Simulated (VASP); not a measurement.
Sn: relaxation of shape and atoms at fixed volume with PBE+D3(BJ)

The system is Sn.

```xyz
2
Lattice="-2.8853 2.8853 1.5667 2.8853 -2.8853 1.5667 2.8853 2.8853 -1.5667" Properties=species:S:1:pos:R:3 pbc="T T T"
Sn    0.0000    0.0000    0.0000
Sn    0.0000    2.8853    0.7834
```

The cell isn't the ideal one: a relaxed cell with its volume scaled by 0.96.

```
Program                : VASP 6.6.1
Task                   : relaxation of shape and atoms at fixed volume
Functional             : PBE
Dispersion             : D3(BJ)
Potentials or basis    : VASP PAW PBE potentials, release 64 (Sn_d)
Cutoff                 : 600 eV
k mesh                 : 12 × 12 × 12
Occupations            : gaussian, width 0.03 eV
Spin                   : no spin polarisation
Further INCAR settings : ALGO = Fast; EDIFF = 1e-07; IBRION = 2; EDIFFG = -0.01; NSW = 40; ISIF = 4
```

* Energy gained by relaxing: 0.1 meV/atom
* Ionic steps: 3
* Pressure after relaxing: 2.4 GPa
* Band gap on the k mesh: none (metal or under the smearing width)
* Dispersion energy per atom: -0.405 eV

Step by step:
| step | energy change (eV) | largest force (eV/Å) | pressure (GPa) |
| --- | --- | --- | --- |
| 1 | 0.0000 | 0.0000 | 2.45 |
| 2 | -0.0001 | 0.0000 | 2.44 |
| 3 | -0.0001 | 0.0000 | 2.43 |

Final structure:
```cif
data_structure
_symmetry_space_group_name_H-M 'P 1'
_symmetry_Int_Tables_number 1
_cell_length_a 4.3743
_cell_length_b 4.3743
_cell_length_c 4.3743
_cell_angle_alpha 97.333
_cell_angle_beta 97.333
_cell_angle_gamma 138.137
_cell_volume 52.17
loop_
_atom_site_label
_atom_site_type_symbol
_atom_site_fract_x
_atom_site_fract_y
_atom_site_fract_z
_atom_site_occupancy
Sn1 Sn 0.00000 0.00000 0.00000 1
Sn2 Sn 0.75000 0.25000 0.50000 1
```

Levels at points of the mesh, in eV from the Fermi level:
| k point | band 10 | band 11 | band 12 | band 13 | band 14 | band 15 | band 16 | band 17 | band 18 |
| --- | --- | --- | --- | --- | --- | --- | --- | --- | --- |
| (0.00, 0.00, 0.00) | -21.18 | -11.45 | -3.60 | -2.12 | -2.12 | 2.88 | 6.36 | 6.36 | 7.23 |
| (0.50, 0.00, 0.00) | -21.25 | -6.97 | -5.52 | -2.30 | -1.83 | -1.19 | 2.21 | 2.93 | 4.86 |
| (0.50, 0.50, 0.00) | -21.32 | -9.13 | -9.13 | 0.54 | 0.54 | 1.59 | 1.59 | 6.30 | 6.30 |
| (0.50, 0.50, 0.50) | -21.39 | -7.70 | -7.70 | -5.06 | -5.06 | 5.30 | 5.30 | 9.68 | 9.68 |

Run time: 2.5 min on 1 thread of Intel(R) Xeon(R) 6975P-C (Granite Rapids) (shared host), peak memory 0.33 GiB.

Caveat: pairwise dispersion overbinds metals, which lowers pressure and volume.
